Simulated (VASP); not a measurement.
# Mo in VASP: notebook

The runs below take Mo through single point, relaxation of the atoms, with LDA.

Program: VASP 6.6.1. These are calculated values, not measurements. Logs are shortened: lines on timing, memory, paths and dates and some standing lists are left out, and cuts for length are marked.

### 1 The slab as given

The cell holds a slab with vacuum, 9 atoms: a = 3.115 Å, b = 3.115 Å, c = 27.461 Å, α = 90.00°, β = 90.00°, γ = 90.00°.

The slab is cut from a database's or a generator's crystal, which needn't be the stable form of the element.

### 2 Single point, LDA

Input file INCAR:

```
SYSTEM = Mo
  PREC = Accurate
  ENCUT = 520
  EDIFF = 1E-7
  ISMEAR = 1
  SIGMA = 0.1
  LREAL = .False.
  LASPH = .True.
  NELM = 80
  ALGO = Fast
  ISIF = 2
  LWAVE = .False.
  LCHARG = .False.
  LDIPOL = .True.
  IDIPOL = 3
  DIPOL = 0.5 0.5 0.500
  NBANDS = 73
  LVHAR = .True.
  LVACPOTAV = .True.
  ICORELEVEL = 1
  KPAR = 4
```

Input file KPOINTS:

```
Automatic mesh
0
Gamma
  12 12 1
  0 0 0
```

Input file POSCAR:

```
Mo
1.0
    3.1151980000      0.0000000000      0.0000000000
    0.0000000000      3.1151980000      0.0000000000
    0.0000000000      0.0000000000     27.4607920000
Mo
9
Direct
    0.5000000000      0.5000000000      0.2731166700
    0.0000000000      0.0000000000      0.3298375000
    0.5000000000      0.5000000000      0.3865583300
    0.0000000000      0.0000000000      0.4432791700
    0.5000000000      0.5000000000      0.5000000000
    0.0000000000      0.0000000000      0.5567208300
    0.5000000000      0.5000000000      0.6134416700
    0.0000000000      0.0000000000      0.6701625000
    0.5000000000      0.5000000000      0.7268833300
```

Potentials or basis: VASP PAW LDA potentials, release 64 (Mo_sv).

Command:

```console
$ cat potpaw_LDA.64/Mo_sv/POTCAR > POTCAR
$ mpirun -np 4 vasp_std > vasp.out
```

OUTCAR:

```text
SYSTEM = Mo
   PREC = Accurate
   ENCUT = 520
   EDIFF = 1E-7
   ISMEAR = 1
   LREAL = .False.
   LASPH = .True.
   NELM = 80
   ISIF = 2

 ion  position               nearest neighbor table
   1  0.500  0.500  0.273-   2 2.70   2 2.70   2 2.70   2 2.70   3 3.12
   2  0.000  0.000  0.330-   1 2.70   1 2.70   1 2.70   1 2.70   3 2.70   3 2.70   3 2.70   3 2.70
                             4 3.12
   3  0.500  0.500  0.387-   2 2.70   2 2.70   2 2.70   2 2.70   4 2.70   4 2.70   4 2.70   4 2.70
                             1 3.12   5 3.12
   4  0.000  0.000  0.443-   5 2.70   5 2.70   5 2.70   5 2.70   3 2.70   3 2.70   3 2.70   3 2.70
                             6 3.12   2 3.12
   5  0.500  0.500  0.500-   4 2.70   6 2.70   4 2.70   6 2.70   4 2.70   6 2.70   4 2.70   6 2.70
                             3 3.12   7 3.12
   6  0.000  0.000  0.557-   5 2.70   5 2.70   5 2.70   5 2.70   7 2.70   7 2.70   7 2.70   7 2.70
                             4 3.12   8 3.12
   7  0.500  0.500  0.613-   8 2.70   8 2.70   8 2.70   8 2.70   6 2.70   6 2.70   6 2.70   6 2.70
                             9 3.12   5 3.12
   8  0.000  0.000  0.670-   9 2.70   9 2.70   9 2.70   9 2.70   7 2.70   7 2.70   7 2.70   7 2.70
                             6 3.12
   9  0.500  0.500  0.727-   8 2.70   8 2.70   8 2.70   8 2.70   7 3.12

  LATTYP: Found a simple tetragonal cell.
 ALAT       =     3.1151980000
 C/A-ratio  =     8.8151032454

  Lattice vectors:

 A1 = (   3.1151980000,   0.0000000000,   0.0000000000)
 A2 = (   0.0000000000,   3.1151980000,   0.0000000000)
 A3 = (   0.0000000000,   0.0000000000,  27.4607920000)

Analysis of symmetry for initial positions (statically):
=====================================================================
 Subroutine PRICEL returns:
 Original cell was already a primitive cell.

 Routine SETGRP: Setting up the symmetry group for a
 simple tetragonal supercell.

 Subroutine GETGRP returns: Found 16 space group operations
 (whereof 16 operations were pure point group operations)
 out of a pool of 16 trial point group operations.

The static configuration has the point symmetry D_4h.

Analysis of symmetry for dynamics (positions and initial velocities):
=====================================================================
 Subroutine PRICEL returns:
 Original cell was already a primitive cell.

 Routine SETGRP: Setting up the symmetry group for a
 simple tetragonal supercell.

 Subroutine GETGRP returns: Found 16 space group operations
 (whereof 16 operations were pure point group operations)
 out of a pool of 16 trial point group operations.

The dynamic configuration has the point symmetry D_4h.

 Subroutine INISYM returns: Found 16 space group operations
 (whereof 16 operations are pure point group operations),
 and found     1 'primitive' translations

----------------------------------------------------------------------------------------

                                     Primitive cell

  volume of cell :     266.4921

  direct lattice vectors                    reciprocal lattice vectors
     3.115198000  0.000000000  0.000000000     0.321006883  0.000000000  0.000000000
     0.000000000  3.115198000  0.000000000     0.000000000  0.321006883  0.000000000
     0.000000000  0.000000000 27.460792000     0.000000000  0.000000000  0.036415556

  length of vectors
     3.115198000  3.115198000 27.460792000     0.321006883  0.321006883  0.036415556

  position of ions in fractional coordinates (direct lattice)
     0.500000000  0.500000000  0.273116670
     0.000000000  0.000000000  0.329837500
     0.500000000  0.500000000  0.386558330
     0.000000000  0.000000000  0.443279170
     0.500000000  0.500000000  0.500000000
     0.000000000  0.000000000  0.556720830
     0.500000000  0.500000000  0.613441670
     0.000000000  0.000000000  0.670162500
     0.500000000  0.500000000  0.726883330

  ion indices of the primitive-cell ions
   primitive index   ion index
                 1           1
                 2           2
                 3           3
                 4           4
                 5           5
                 6           6
                 7           7
                 8           8
                 9           9

[... 54 lines left out ...]
   number of dos      NEDOS =    301   number of ions     NIONS =      9
   total plane-waves  NPLWV = 120960
   dimension x,y,z NGX =    24 NGY =   24 NGZ =  210
   dimension x,y,z NGXF=    48 NGYF=   48 NGZF=  420
   ions per type =               9
   NGX,Y,Z   is equivalent  to a cutoff of  12.81, 12.81, 12.71 a.u.
   NGXF,Y,Z  is equivalent  to a cutoff of  25.62, 25.62, 25.43 a.u.
 SYSTEM =  Mo
   PREC   = accura    normal or accurate (medium, high low for compatibility)
   ISTART =      0    job   : 0-new  1-cont  2-samecut
   ICHARG =      2    charge: 1-file 2-atom 10-const
   ISPIN  =      1    spin polarized calculation?
   LNONCOLLINEAR =      F non collinear calculations
   LSORBIT =      F    spin-orbit coupling
   LASPH  =      T    aspherical Exc in radial PAW
   ENCUT  =  520.0 eV  38.22 Ry    6.18 a.u.   5.79  5.79 51.06*2*pi/ulx,y,z
   NELM   =     80;   NELMIN=  2; NELMDL= -5     # of ELM steps
   EDIFF  = 0.1E-06   stopping-criterion for ELM
   LREAL  =      F    real-space projection
   EDIFFG = 0.1E-05   stopping-criterion for IOM
   NSW    =      0    number of steps for IOM
   IBRION =     -1    ionic relax: 0-MD 1-quasi-New 2-CG
   NFREE  =      0    steps in history (QN), initial steepest desc. (CG)
   ISIF   =      2    stress and relaxation
   ISYM   =      2    0-nonsym 1-usesym 2-fastsym
   POTIM  = 0.5000    time-step for ionic-motion
   TEBEG  =    0.0;   TEEND  =   0.0 temperature during run
   PSTRESS=    0.0 pullay stress
   NELECT =     126.0000    total number of electrons
   NUPDOWN=      -1.0000    fix difference up-down
   EMIN   =  10.00;   EMAX   =-10.00  energy-range for DOS
   EFERMI =   0.00;   METHOD = LEGACY
   ISMEAR =     1;   SIGMA  =   0.10  broadening in eV -4-tet -1-fermi 0-gaus
   EFERMI_NEDOS =   21; number of points for ismear=-14 and -15
   IALGO  =     68    algorithm
   IMIX   =      4    mixing-type and parameters
     AMIX     =   0.40;   BMIX     =  1.00
     AMIX_MAG =   1.60;   BMIX_MAG =  1.00
  volume/ion in A,a.u.               =      29.61       199.82
  Fermi-wavevector in a.u.,A,eV,Ry     =   1.275372  2.410104 22.130880  1.626574
  Thomas-Fermi vector in A             =   2.408088
   LORBIT       =      0    0 simple, 1 ext, 2 COOP (PROOUT), +10 PAW based schemes
   GGA     = CA    functional components
   LHFCALC =     F    Hartree Fock is set to
   AEXX    =    0.0000 exact exchange contribution
   IVDW    =     0    specifies the selected vdW correction
   LEPSILON=     F    determine dielectric tensor
   LRPA    =     F    only Hartree local field effects (RPA)
 non-spin polarized calculation
 RMM-DIIS sequential band-by-band and
 Methfessel and Paxton  Order N= 1 SIGMA  =   0.10
  energy-cutoff  :      520.00
  volume of cell :      266.49
 maximum number of plane-waves:      7272
 NGX is ok and might be reduce to    24
   NGX = 11   NGY = 11   NGZ =103

 dipolmoment           0.000000      0.000000      0.000000 electrons x Angstroem

 number of electron     125.9999984 magnetization

 dipolmoment           0.000000      0.000000     -0.000000 electrons x Angstroem

 Free energy of the ion-electron system (eV)
  ---------------------------------------------------
  ext. energy  EPLUGINS =         0.00000000
  ---------------------------------------------------
  free energy    TOTEN  =      -104.41999703 eV

  energy without entropy =     -104.41955572  energy(sigma->0) =     -104.41984993

 the core state eigenenergies are
   1-  1s -19704.5287  2s  -2779.6911  2p  -2488.4653  3s   -465.9069  3p   -370.0792
       3d   -213.1240
   2-  1s -19704.4290  2s  -2779.7482  2p  -2488.5059  3s   -465.9953  3p   -370.1676
       3d   -213.2189
   3-  1s -19704.5196  2s  -2779.8470  2p  -2488.6034  3s   -466.1070  3p   -370.2792
       3d   -213.3300
   4-  1s -19704.4034  2s  -2779.7289  2p  -2488.4852  3s   -465.9987  3p   -370.1709
       3d   -213.2207
   5-  1s -19704.5497  2s  -2779.8822  2p  -2488.6381  3s   -466.1423  3p   -370.3145
       3d   -213.3655
   6-  1s -19704.4034  2s  -2779.7289  2p  -2488.4852  3s   -465.9987  3p   -370.1709
       3d   -213.2207
   7-  1s -19704.5196  2s  -2779.8470  2p  -2488.6034  3s   -466.1070  3p   -370.2792
       3d   -213.3300
   8-  1s -19704.4290  2s  -2779.7482  2p  -2488.5059  3s   -465.9953  3p   -370.1676
       3d   -213.2189
   9-  1s -19704.5287  2s  -2779.6911  2p  -2488.4653  3s   -465.9069  3p   -370.0792
       3d   -213.1240

 E-fermi :   4.5989     XC(G=0):  -7.9734

 val. band max:        4.5854887895   @ k =   0.0833   0.0000   0.0000
 cond. band min:       4.6035379456   @ k =   0.3333   0.1667   0.0000
 fundamental gap:      0.0180491561
 Fermi energy:         4.5988614082

 k-point     1 :       0.0000    0.0000    0.0000
  band No.  band energies     occupation
      1     -56.3067      2.00000
      2     -56.2314      2.00000
      3     -56.1554      2.00000
      4     -55.9983      2.00000
      5     -55.9491      2.00000
      6     -55.8675      2.00000
[... 1813 lines left out ...]
     72       6.9004      0.00000
     73       6.9640      0.00000

 [... further k-points ...]

------------------------ aborting loop because EDIFF is reached ----------------------------------------

  FORCE on cell =-STRESS in cart. coord.  units (eV):
  Direction    XX          YY          ZZ          XY          YZ          ZX
  --------------------------------------------------------------------------------------
  -------------------------------------------------------------------------------------
  Total       -8.6980443     -8.6980443     -5.4998510      0.0000000      0.0000000     -0.0000000
  in kB      -52.2935140    -52.2935140    -33.0656554      0.0000000      0.0000000     -0.0000000
  external PRESSURE =     -45.8842278 kB  Pullay stress =       0.0000000 kB

 VOLUME and BASIS-vectors are now :
 -----------------------------------------------------------------------------
  energy-cutoff  :      520.00
  volume of cell :      266.49
      direct lattice vectors                 reciprocal lattice vectors
     3.115198000  0.000000000  0.000000000     0.321006883  0.000000000  0.000000000
     0.000000000  3.115198000  0.000000000     0.000000000  0.321006883  0.000000000
     0.000000000  0.000000000 27.460792000     0.000000000  0.000000000  0.036415556

 POSITION                                       TOTAL-FORCE (eV/Angst)
 -----------------------------------------------------------------------------------
      1.55760      1.55760      7.50000         0.000000      0.000000      1.524356
      0.00000      0.00000      9.05760         0.000000      0.000000     -1.318284
      1.55760      1.55760     10.61520         0.000000     -0.000000     -0.245768
      0.00000      0.00000     12.17280        -0.000000      0.000000      0.094385
      1.55760      1.55760     13.73040         0.000000      0.000000     -0.000000
      0.00000      0.00000     15.28799        -0.000000      0.000000     -0.094385
      1.55760      1.55760     16.84559        -0.000000     -0.000000      0.245768
      0.00000      0.00000     18.40319        -0.000000      0.000000      1.318284
      1.55760      1.55760     19.96079         0.000000     -0.000000     -1.524356
 -----------------------------------------------------------------------------------
    total drift:                                0.000000      0.000000     -0.000000

  FREE ENERGIE OF THE ION-ELECTRON SYSTEM (eV)
  ---------------------------------------------------
  free  energy   TOTEN  =      -104.4199970307 eV

  energy  without entropy=     -104.4195557247  energy(sigma->0) =     -104.41984993

 vacuum level on the upper side and lower side of the slab         8.863         8.863
```

It took 3.6 min on 4 MPI ranks of Intel Xeon 6975P-C (Granite Rapids), shared host; peak memory 0.5 GiB.

What came out:

```
Free energy                     : -104.4200 eV
Largest force                   : 1.524 eV/Å
Band gap on the k mesh          : none (metal or under the smearing width)
Work function of the upper face : 4.26 eV
Work function of the lower face : 4.26 eV
```

Forces on the atoms (eV/Å):
```
Mo   0.000  0.000  1.524
Mo   0.000  0.000 -1.318
Mo   0.000  0.000 -0.246
Mo   0.000  0.000  0.094
Mo   0.000  0.000  0.000
Mo   0.000  0.000 -0.094
Mo   0.000  0.000  0.246
Mo   0.000  0.000  1.318
Mo   0.000  0.000 -1.524
```

Core levels (eV, on the scale of the bands):
```
atom                                                                levels
1 Mo  1s -19704.5, 2s -2779.7, 2p -2488.5, 3s -465.9, 3p -370.1, 3d -213.1
2 Mo  1s -19704.4, 2s -2779.7, 2p -2488.5, 3s -466.0, 3p -370.2, 3d -213.2
3 Mo  1s -19704.5, 2s -2779.8, 2p -2488.6, 3s -466.1, 3p -370.3, 3d -213.3
4 Mo  1s -19704.4, 2s -2779.7, 2p -2488.5, 3s -466.0, 3p -370.2, 3d -213.2
5 Mo  1s -19704.5, 2s -2779.9, 2p -2488.6, 3s -466.1, 3p -370.3, 3d -213.4
6 Mo  1s -19704.4, 2s -2779.7, 2p -2488.5, 3s -466.0, 3p -370.2, 3d -213.2
```

(Part 1 of 2 ends here.)
